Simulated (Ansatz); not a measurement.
Input, command and steps of an Ansatz relaxation.

```yaml
crystal:
  lattice:
    - [4.3731178858, 0.0, 0.0]
    - [0.0, 4.3731178858, 0.0]
    - [0.0, 0.0, 4.3731178858]
  atoms:
    - { symbol: Al, position: [0.5, 0.5, 0.0] }
    - { symbol: Al, position: [0.5, 0.0, 0.5] }
    - { symbol: Al, position: [0.0, 0.5, 0.5] }
    - { symbol: Ga, position: [0.0, 0.0, 0.0] }
    - { symbol: "N", position: [0.7444581602, 0.7444581602, 0.2555418398] }
    - { symbol: "N", position: [0.7444581602, 0.2555418398, 0.7444581602] }
    - { symbol: "N", position: [0.2555418398, 0.7444581602, 0.7444581602] }
    - { symbol: "N", position: [0.2555418398, 0.2555418398, 0.2555418398] }
basis:
  ecutwfc: 500
kpoints:
  mp_grid: { grid: [6, 6, 6] }
hamiltonian:
  xc: r2scan
scf:
  occupations: { method: gaussian, width: 0.02 }
output:
  forces: true
  stress: true
  eigenvalues: true
relax:
  adjacent_minimum: "off"
  f_tol: 0.008
  max_steps: 50
  cell: { stress_tol: 0.08, p_target: 2.0 }
```

```bash
ansatz run input.yaml --threads 2 --pin off --max-ram 5120MiB --backend cpu --events-out ev --progress --plain --runs-dir out
```

Computed with DFT r2SCAN, scalar-relativistic, plane waves, PAW in Ansatz.

Of 4 frames 3 are shown, positions in Å and forces in eV/Å; the SCF threshold varies from step to step. Steps run on the plane waves of an earlier cell, with a Pulay correction in the pressure. The basis is chosen afresh for the last frame, the zero of the energies, and at times for earlier ones too; energy and pressure step there, also at an unchanged geometry. The relaxation lowers the enthalpy F + PV at the target pressure, so the free energy itself can rise.

```xyz
8
Lattice="4.3731 0.0000 0.0000 0.0000 4.3731 0.0000 0.0000 0.0000 4.3731" Properties=species:S:1:pos:R:3:forces:R:3 pbc="T T T" step=1 free_energy_over_end_meV_per_atom=1.95 pressure_GPa=4.14
Al    2.1866    2.1866    0.0000    0.0000    0.0000    0.0000
Al    2.1866    0.0000    2.1866    0.0000    0.0000    0.0000
Al    0.0000    2.1866    2.1866    0.0000    0.0000    0.0000
Ga    0.0000    0.0000    0.0000    0.0000    0.0000    0.0000
N     3.2556    3.2556    1.1175   -0.0023   -0.0023    0.0023
N     3.2556    1.1175    3.2556   -0.0023    0.0023   -0.0023
N     1.1175    3.2556    3.2556    0.0023   -0.0023   -0.0023
N     1.1175    1.1175    1.1175    0.0023    0.0023    0.0023
8
Lattice="4.3809 0.0000 0.0000 0.0000 4.3809 0.0000 0.0000 0.0000 4.3809" Properties=species:S:1:pos:R:3:forces:R:3 pbc="T T T" step=2 free_energy_over_end_meV_per_atom=0.73 pressure_GPa=2.95
Al    2.1905    2.1905    0.0000    0.0000    0.0000    0.0000
Al    2.1905    0.0000    2.1905    0.0000    0.0000    0.0000
Al    0.0000    2.1905    2.1905    0.0000    0.0000    0.0000
Ga    0.0000    0.0000    0.0000    0.0000    0.0000    0.0000
N     3.2612    3.2612    1.1197    0.0036    0.0036   -0.0036
N     3.2612    1.1197    3.2612    0.0036   -0.0036    0.0036
N     1.1197    3.2612    3.2612   -0.0036    0.0036    0.0036
N     1.1197    1.1197    1.1197   -0.0036   -0.0036   -0.0036
8
Lattice="4.3873 0.0000 0.0000 0.0000 4.3873 0.0000 0.0000 0.0000 4.3873" Properties=species:S:1:pos:R:3:forces:R:3 pbc="T T T" step=4 free_energy_over_end_meV_per_atom=0.00 pressure_GPa=2.01
Al    2.1936    2.1936    0.0000    0.0000    0.0000    0.0000
Al    2.1936    0.0000    2.1936    0.0000    0.0000    0.0000
Al    0.0000    2.1936    2.1936    0.0000    0.0000    0.0000
Ga    0.0000    0.0000    0.0000    0.0000    0.0000    0.0000
N     3.2660    3.2660    1.1212    0.0011    0.0011   -0.0011
N     3.2660    1.1212    3.2660    0.0011   -0.0011    0.0011
N     1.1212    3.2660    3.2660   -0.0011    0.0011    0.0011
N     1.1212    1.1212    1.1212   -0.0011   -0.0011   -0.0011
```

It took 24 s on 2 threads of Arm Neoverse V1, on a shared host, peak memory 0.46 GiB.